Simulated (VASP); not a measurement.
A run of VASP 6.6.1:

File INCAR:

```
PREC     = Accurate       # precision mode
ENCUT    = 520            # plane-wave cutoff, eV
EDIFF    = 1E-7           # SCF threshold, eV
ISMEAR   = 0              # smearing method
SIGMA    = 0.1            # smearing width, eV
LREAL    = F              # projectors in reciprocal space
LASPH    = T              # aspherical terms in the spheres
NELM     = 80             # most SCF steps
ALGO     = Fast           # electronic algorithm
ISIF     = 2              # what is computed and relaxed
LWAVE    = F              # write WAVECAR
LCHARG   = F              # write CHGCAR
GGA      = PE             # functional
NBANDS   = 12             # bands
```

The input KPOINTS:

```
Automatic mesh
0
Gamma
  14 10 10
```

Contents of POSCAR:

```
Sb
1.0
    2.9886695223      0.0000000000      0.0034970902
    0.0000000000      4.3942972937      0.0000000000
   -0.0323137163      0.0000000000      4.1606668099
Sb
2
Direct
    0.9801379492      0.7500000000      0.7555702734
    0.0198620508      0.2500000000      0.2444297266
```

Potentials or basis: VASP PAW PBE potentials, release 64 (Sb).

Command:

```sh
$ cat potpaw_PBE.64/Sb/POTCAR > POTCAR
$ mpirun -np 1 vasp_std > vasp.out
```

Hardware: 1 thread of Intel(R) Xeon(R) 6975P-C (Granite Rapids), on a shared host.

Question: How long does it take, and how much memory?

Answer: Wall time 60 s on 1 thread of Intel(R) Xeon(R) 6975P-C (Granite Rapids), on a shared host, peak memory 0.35 GiB. Counts: scf iterations 11, k points 432.
